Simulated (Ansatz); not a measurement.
## Cu$_{3}$Au: frozen-core PAW against all-electron methods

```xyz
4
Lattice="3.7400 0.0000 0.0000 0.0000 3.7400 0.0000 0.0000 0.0000 3.7400" Properties=species:S:1:pos:R:3 pbc="T T T"
Cu    0.0000    1.8700    1.8700
Cu    1.8700    0.0000    1.8700
Cu    1.8700    1.8700    0.0000
Au    0.0000    0.0000    0.0000
```

Atoms are numbered in the order listed.

The cell comes from COD entry 9013496, which wasn't checked; take it as a given geometry.

No spin–orbit coupling, which matters for the heavy atoms here.

Methods: DFT, LDA, PAW with Ansatz's default frozen-core files, scalar-relativistic (Ansatz 0.2.0); DFT, LDA, all-electron PAW with datasets made for the crystal, scalar-relativistic (Ansatz 0.2.0); DFT, LDA, all-electron LAPW, scalar-relativistic (Ansatz 0.2.0).

For PAW: a Γ-centred 9×9×9 k mesh, Fermi–Dirac smearing of 0.08 eV, cutoff 420 eV, no spin polarisation; the PAW files were made with PBE, and the program remakes their frozen cores for this functional. The crystal-made all-electron datasets (AE datasets) take a cutoff of 280 eV at this cell. LAPW targets a basis error of 1 meV/atom. The Ansatz runs share mesh, smearing and spin set-up. Plane-wave (PAW) pressures include the program's estimate of the Pulay term.

Stress and pressure are positive in compression.

Spin–orbit coupling is left out, which moves gradients at and beside heavy atoms by some per cent and at worst by a factor of two.

In a metal, gradients converge slowly with the k mesh: the values move by tens of per cent from one mesh to another, at times in sign, so only the comparison on one mesh counts.

Levels count from the Fermi level.

```csv
quantity,PAW,AE datasets,LAPW
pressure (GPa),-9.11,-9.13,-9.12
highest filled level at X (eV),-1.377,-1.376,-1.376
lowest empty level at X (eV),5.783,5.784,5.784
highest filled level at M (eV),-0.409,-0.409,-0.409
lowest empty level at M (eV),0.355,0.356,0.356
largest principal field gradient Vzz at Cu1 (10²¹ V/m²),1.64,1.65,–
```
